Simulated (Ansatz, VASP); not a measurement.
# PbSe: VASP beside Ansatz

```
CELL_PARAMETERS angstrom
-0.03062 3.04684 3.04684
3.04684 -0.03062 3.04684
3.04684 3.04684 -0.03062
ATOMIC_POSITIONS crystal
Pb 0.00000 0.00000 0.00000
Se 0.50000 0.50000 0.50000
```

Change from the starting cell: equal xy, yz and zx shear strains of -1 %, crystal datasets.

Alike in both runs: task electric field gradients; functional PBE; k mesh 9 × 9 × 9; occupations fermi-dirac, width 0.01 eV; no spin polarisation.

|  | VASP | Ansatz |
| --- | --- | --- |
| version | VASP 6.6.1 | Ansatz 0.2.0 |
| potentials or method | VASP PAW PBE potentials, release 64 (Pb_d, Se), cutoff 520 eV | all-electron PAW with datasets made for the crystal, scalar-relativistic |

Ansatz gave:

* gap on the k mesh at the Fermi level (eV): 0.60
* pressure (GPa): 2.3
* largest component of the traceless stress (GPa): 0.17
* Vzz of the field gradient on the site that differs most (V/Å²): 3.8

Task: Which values does VASP return?

Result: gap on the k mesh at the Fermi level (eV): 0.60; pressure (GPa): 2.3; largest component of the traceless stress (GPa): 0.17; Vzz of the field gradient on the site that differs most (V/Å²): 2.1.

Ansatz ran all-electron here, so the differences hold the error of VASP's frozen core and of both bases. Ansatz warned: «gradients_without_spin_orbit».

Caveats: spin-orbit coupling is left out, which as a rule narrows the gap of such compounds by several tenths of an eV; an odd mesh through Γ misses points on the zone boundary, where band edges often lie.
